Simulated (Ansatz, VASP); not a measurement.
# LiF: VASP beside Ansatz

File POSCAR:

```
LiF
1.0
    0.0000000000      2.0148204549      2.0148204549
    2.0148204549      0.0000000000      2.0148204549
    2.0148204549      2.0148204549      0.0000000000
Li F
1 1
Direct
    0.0000000000      0.0000000000      0.0000000000
    0.5000000000      0.5000000000      0.5000000000
```

Contents of INCAR.step1:

```
SYSTEM = LiF
ALGO = Normal
EDIFF = 1E-4
ENCUT = 520
GGA = PE
ISMEAR = 0
LASPH = .TRUE.
LCHARG = .FALSE.
LREAL = .FALSE.
LWAVE = .TRUE.
NBANDS = 12
NELM = 80
PREC = Accurate
SIGMA = 0.01
```

File INCAR.step2:

```
SYSTEM = LiF
ALGO = Normal
EDIFF = 1E-6
ENCUT = 520
ISIF = 2
ISMEAR = 0
ISTART = 1
LASPH = .TRUE.
LCHARG = .FALSE.
LMIXTAU = .TRUE.
LREAL = .FALSE.
LWAVE = .FALSE.
METAGGA = R2SCAN
NBANDS = 12
NELM = 80
PREC = Accurate
SIGMA = 0.01
```

KPOINTS

```
k-points
0
G
  10 10 10
  0 0 0
```

Input for Ansatz:

```yaml
crystal:
  lattice:
    - [0.0, 2.0148204549, 2.0148204549]
    - [2.0148204549, 0.0, 2.0148204549]
    - [2.0148204549, 2.0148204549, 0.0]
  atoms:
    - { symbol: Li, position: [0.0, 0.0, 0.0] }
    - { symbol: F, position: [0.5, 0.5, 0.5] }
kpoints:
  mp_grid: { grid: [10, 10, 10] }
  band_path:
    path:
      - [0.0, 0.0, 0.0]
      - [0.5, 0.0, 0.5]
      - [0.625, 0.25, 0.625]
      - [0.375, 0.375, 0.75]
      - [0.5, 0.5, 0.5]
      - [0.5, 0.25, 0.75]
      - [-0.0625, 0.0, 0.0625]
    npoints: 1
hamiltonian:
  xc: r2scan
scf:
  occupations: { method: fixed }
  n_extra_bands: 4
output:
  forces: true
  stress: true
  eigenvalues: true
```

Change from the starting cell: hydrostatic strain +1.0%.

Alike in both runs: task single point; functional r2SCAN; k mesh 10 × 10 × 10; no spin polarisation.

|  | VASP | Ansatz |
| --- | --- | --- |
| version | VASP 6.6.1 | Ansatz 0.2.0 |
| potentials or method | VASP PAW PBE potentials, release 64 (Li_sv, F) | plane waves, PAW |
| plane-wave cutoff (eV) | 520 | 500 |
| occupations | gaussian, width 0.01 eV | fixed |
| valence electrons in the cell | 10 | 10 |

Ansatz gave:

- gap on the k mesh at the Fermi level (eV): 10.05

Estimate VASP's values.

gap on the k mesh at the Fermi level (eV): 10.25.

 A k mesh can miss the band edges.
